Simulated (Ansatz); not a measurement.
Li2S, DFT, LDA, all-electron LAPW, scalar-relativistic (Ansatz 0.2.0), run on 1 thread of Arm Neoverse V1 on a shared host.

The geometry is COD entry 1010874, unchecked; take it as a test cell. The listed cell was then made from it by scaling, straining or moving an atom.

Command: `ansatz run input.yaml --threads 1 --pin off --max-ram 4096MiB --backend cpu --events-out ev --progress --plain --runs-dir out`

```yaml
crystal:
  lattice:
    - [0.0, 2.8444547782, 2.8444547782]
    - [2.8444547782, 0.0, 2.8444547782]
    - [2.8444547782, 2.8444547782, 0.0]
  atoms:
    - { symbol: Li, position: [0.25, 0.25, 0.25] }
    - { symbol: Li, position: [0.75, 0.75, 0.75] }
    - { symbol: S, position: [0.0, 0.0, 0.0] }
kpoints:
  mp_grid: { grid: [7, 7, 7] }
  band_path:
    path:
      - [0.0, 0.0, 0.0]
      - [0.5, 0.0, 0.5]
      - [0.625, 0.25, 0.625]
      - [0.375, 0.375, 0.75]
      - [0.0, 0.0, 0.0]
      - [0.5, 0.5, 0.5]
      - [0.5, 0.25, 0.75]
      - [0.5, 0.0, 0.5]
    npoints: 5
scf:
  occupations: { method: fermi_dirac, width: 0.02 }
hamiltonian:
  xc: lda
  pseudopotentials: { kind: all_electron, lapw: { basis_error: 0.001 } }
output:
  forces: true
  stress: true
  eigenvalues: true
```

(1) How large is the problem that the program sets up?

(2) Estimate the wall time and the peak memory.

Results:

(1) 20 irreducible k-points, 259 plane waves at Γ, 14 bands.

(2) 3.9 s of wall time for 6 SCF iterations, with a peak of 0.22 GiB. Times on shared machines scatter by tens of per cent.
